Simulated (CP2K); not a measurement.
Cd:

```
Cd
1.0
     3.07355    0.00000    0.00000
     1.39096    2.74079    0.00000
     1.39096    0.85392    2.60437
Cd
1
Direct
  0.00000 0.00000 0.00000
```

This isn't the form of Cd at room conditions, which is hcp.

Program: CP2K 2026.2. Alike in all runs: no spin polarisation; cell as given; k mesh 10 × 10 × 10.

Q: Order these runs on this cell by their pressure, lowest first.
A. level r2SCAN; potentials or basis POTENTIAL_UZH Cd GTH-SCAN-q12; TZVP-MOLOPT-SCAN-GTH basis; smearing methfessel-paxton 0.1 eV; NGRIDS 4; basis sets Cd TZVP-MOLOPT-SCAN-GTH-q12; potentials Cd GTH-SCAN-q12 of POTENTIAL_UZH; CUTOFF of the grids 675 Ry
B. level PBE; potentials or basis POTENTIAL_UZH Cd GTH-PBE-q12; TZVP-MOLOPT-PBE-GTH basis; smearing gaussian 0.02 eV; NGRIDS 5; basis sets Cd TZVP-MOLOPT-PBE-GTH-q12; potentials Cd GTH-PBE-q12 of POTENTIAL_UZH; CUTOFF of the grids 450 Ry
C. level PBEsol; potentials or basis POTENTIAL_UZH Cd GTH-PBE-q12; TZVP-MOLOPT-PBE-GTH basis; smearing gaussian 0.05 eV; NGRIDS 4; basis sets Cd TZVP-MOLOPT-PBE-GTH-q12; potentials Cd GTH-PBE-q12 of POTENTIAL_UZH; CUTOFF of the grids 450 Ry

A: C (-1.8 GPa), A (-0.2 GPa), B (2.3 GPa).

Caveats: the basis of atomic orbitals isn't converged, which shifts pressures, moduli and gaps; the potentials were made for another functional, which shifts forces and pressure (some runs).
